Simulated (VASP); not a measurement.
Runs of VASP 6.6.1 on NaI. It takes space group Fm-3m (No. 225, cubic). The conventional cell has a = 6.473 Å, b = 6.473 Å, c = 6.473 Å, α = 90.00°, β = 90.00°, γ = 90.00°. I (site symmetry m-3m) has 6 Na at 3.24 Å as nearest neighbours. Na (site symmetry m-3m) is surrounded by 6 I at 3.24 Å. 

```csv
level,spin,k mesh,gap on the mesh (eV),pressure (GPa)
SCAN,off,7 × 7 × 7,4.38,-0.4
r2SCAN,off,7 × 7 × 7,4.44,-0.3
SCAN,"SOC, no magnetisation",5 × 5 × 5,-,-0.4
rSCAN,off,7 × 7 × 7,(b),(a)
r2SCAN,"SOC, no magnetisation",5 × 5 × 5,-,-0.1
```

Alike in all rows: task band structure; potentials or basis VASP PAW PBE potentials, release 64 (I, Na_pv); cell as given; cutoff (eV) 520; smearing fermi-dirac 0.05 eV.

Problem. Estimate the missing entries.

Solution. (a) -0.2; (b) 4.34.

Caveats: the PAW data sets were made with another functional, which shifts forces and pressure a little; spin-orbit coupling is left out, which moves the levels of the heavy elements (some runs).

A k mesh can miss the band edges, and rows without SOC leave out spin-orbit coupling on I.

Runs at the PBE level aren't shown here.
